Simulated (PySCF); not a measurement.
Dipole moment and polarisability of N,N-dimethylacetamide

N,N-dimethylacetamide, C4H9NO.
SMILES with atom numbers: `[CH3:1][C:2](=[O:3])[N:4]([CH3:5])[CH3:6]` (hydrogens: H7, H8, H9 on C1; H10, H11, H12 on C5; H13, H14, H15 on C6)

Geometry (GFN2-xTB, Å), atoms numbered from 1 in this order:
```xyz
15
C4H9NO angstrom
C      1.9818   -0.2620   -0.2365
C      0.8175    0.6420   -0.5832
O      0.9807    1.7171   -1.1279
N     -0.4166    0.1931   -0.2433
C     -1.5745    0.9716   -0.6200
C     -0.6929   -1.0897    0.3531
H      2.8866    0.1917   -0.6314
H      1.8541   -1.2488   -0.6747
H      2.0829   -0.3594    0.8425
H     -2.1986    0.4175   -1.3253
H     -1.2226    1.8871   -1.0912
H     -2.1679    1.2215    0.2622
H     -1.5957   -1.0077    0.9593
H     -0.8607   -1.8582   -0.4101
H      0.1215   -1.4078    0.9989
```

Level: CAM-B3LYP/def2-SVPD (PySCF), static field, nuclei fixed, core orbitals frozen in the response. The polarisability tensor in these axes (au):

```
x   70.28  1.94 -2.16
y    1.94 62.43 -6.93
z   -2.16 -6.93 51.21
```

**Question.** What are the eigenvalues, a third of the trace, and Δα (Δα² = ½Σ(αi − αj)² over the three pairs)?

**Answer.** Principal values 47.84, 64.51 and 71.57 au; mean 61.31 au = 9.08 Å³ = 10.11 × 10⁻⁴⁰ C²·m²/J; Δα = 21.10 au (34 % of the mean).

**Question.** What is the dipole moment, and where does it point?

**Answer.** (-1.52, -3.36, 1.72) D, 4.07 D in size, pointing from the negative to the positive side. Measured along this direction, the outermost atoms are O3 at the negative end and H13 at the positive end.

**Question.** Find the Langevin capture rate constant for NH4+ (18.034 u) meeting this molecule (87.068 u), k = 2.342 × 10⁻⁹ cm³/s × √(α in Å³ / reduced mass in u).

**Answer.** The reduced mass is 14.94 u, so k = 1.83 × 10⁻⁹ cm³/s. The formula leaves out the permanent dipole, which adds to the capture rate.

**Question.** In TDDFT the mean static polarisability is Σ f/ω² over all singlet excitations (ω in hartree). How much of it do the 8 lowest give? Their energies (eV) and oscillator strengths: 5.81, 0.0010; 6.42, 0.0322; 7.01, 0.0119; 7.10, 0.2564; 7.58, 0.0043; 7.67, 0.0032; 8.10, 0.0075; 8.22, 0.0078.

**Answer.** They add up to 4.81 au, 7.9 % of the 61.31 au; the largest single term is 3.77 au, from the state at 7.10 eV. Terms in order: 0.02, 0.58, 0.18, 3.77, 0.06, 0.04, 0.08, 0.09 au. Higher excitations give the rest. The strengths listed sum to 0.324.

**Question.** Give the eigenvalues of the traceless quadrupole moment Θ = ½Σq(3rr − r²1), origin at the centre of nuclear charge.

**Answer.** -7.87, 1.32, 6.54 D·Å. The values depend on the origin, since the dipole doesn't vanish. The electronic extent ⟨r²⟩ about the same centre is 614 bohr², a root-mean-square distance of 1.89 Å for the 48 electrons.

**Question.** Give the principal axes and the span of the nuclei along them.

**Answer.** Largest value along (0.91, 0.36, -0.22), where the nuclei span 4.85 Å; middle along (-0.42, 0.83, -0.37), 4.07 Å; least along (0.05, 0.42, 0.90), 1.92 Å. The response follows the extents in order.

**Question.** In a dilute gas of rigid molecules at 400 K, how does the orientational term μ²/3kT compare with the electronic polarisability?

**Answer.** In Gaussian units μ²/3kT = 99.90 Å³ against 9.08 Å³, a ratio of 11.00; the Debye molar polarisation (4π/3)N_A(α + μ²/3kT) is 274.9 cm³/mol, leaving out the vibrational part.

Geometry: GFN2-xTB, one conformer, isolated molecule.
